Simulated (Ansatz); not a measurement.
# BaTe: how the settings move a single-point run

Question: which choices in the input matter for BaTe?

Method: reference: DFT, r2SCAN, PAW with Ansatz's default frozen-core files, scalar-relativistic; levels and slopes on a fine mesh, independent-particle optical spectra, in Ansatz 0.2.0.

### 1 Starting point

Symmetry: Fm-3m, No. 225, cubic system. The conventional cell has a = 7.062 Å, b = 7.062 Å, c = 7.062 Å, α = 90.00°, β = 90.00°, γ = 90.00°. Ba (site symmetry m-3m) is surrounded by 6 Te at 3.53 Å. Te (site symmetry m-3m) has 6 Ba at 3.53 Å as nearest neighbours.

As a file:

```cif
data_structure
_symmetry_space_group_name_H-M 'Fm-3m'
_symmetry_Int_Tables_number 225
_cell_length_a 7.0624
_cell_length_b 7.0624
_cell_length_c 7.0624
_cell_angle_alpha 90.000
_cell_angle_beta 90.000
_cell_angle_gamma 90.000
_cell_volume 352.26
loop_
_atom_site_label
_atom_site_type_symbol
_atom_site_symmetry_multiplicity
_atom_site_Wyckoff_symbol
_atom_site_fract_x
_atom_site_fract_y
_atom_site_fract_z
_atom_site_occupancy
Ba1 Ba 4 a 0.00000 0.00000 0.00000 1
Te1 Te 4 b 0.50000 0.00000 0.00000 1
```

### 2 Reference

input.yaml

```yaml
crystal:
  lattice:
    - [0.0, 3.5312212088, 3.5312212088]
    - [3.5312212088, 0.0, 3.5312212088]
    - [3.5312212088, 3.5312212088, 0.0]
  atoms:
    - { symbol: Ba, position: [0.0, 0.0, 0.0] }
    - { symbol: Te, position: [0.5, 0.5, 0.5] }
kpoints:
  mp_grid: { grid: [6, 6, 6] }
scf:
  occupations: { method: fixed }
hamiltonian:
  xc: r2scan
  pseudopotentials: { kind: paw }
output:
  forces: true
  stress: true
  eigenvalues: true
  eigenstates:
    nscf_kmesh: { grid: [10, 10, 10] }
    de_dk: true
    e_range: [-9, 12.00216851099]
  optics:
    e_range: [0, 25]
    de: 0.2
    sigma: 0.15
    bands: { spectra_wanted_up_to: 25 }
    nscf_kmesh: { grid: [10, 10, 10] }
checkpoint:
  write: ck
  write_wavefunctions: false
```

The run is started by

```sh
$ ansatz run input.yaml --threads 1 --pin off --max-ram 3072MiB --backend cpu --events-out ev --progress --plain --runs-dir out
```

### 3 Changed: eigensolver.kind davidson

Changes to input.yaml since step 2:

```diff
@@ -12,2 +12,3 @@
   occupations: { method: fixed }
+  eigensolver: { kind: davidson }
 hamiltonian:
```

What does the calculation give? Wanted: for each run, ending; energy change; pressure; gap; force.

As calculated:

```tsv
run	ending	energy change	pressure (GPa)	gap (eV)	force (eV/Å)	cycles	time
reference	converged	0	0.0	2.00	0.00	-	2.2 min
1: eigensolver.kind davidson	converged	0.0 meV/atom	0.0	2.00	0.00	8	2.3 min
```

Residual by cycle in the longest SCF loop of each run; runs are numbered as in the table. The quantity is the density residual dr2, in eV.

```tsv
cycle	reference	run 1
1	0.0128	0.0116
2	8.4e-4	8.5e-4
3	1.4e-4	9.3e-5
4	1.4e-5	1.3e-5
5	1.1e-7	1.9e-7
6	8.5e-9	4.6e-9
7	1.6e-10	4.0e-10
8	3.6e-12	6.4e-12
```

Energy and cycle count are those of the reference, so the change (solver) left the result and the number of cycles as they were. The gap of the reference lacks spin-orbit coupling, though the cell holds Te and Ba.

The gaps are Kohn-Sham values of a semilocal functional, not quasiparticle or optical gaps. Such gaps usually fall short of the measured ones; spin-orbit coupling, left out here, narrows gaps with Te, so the two errors partly cancel.
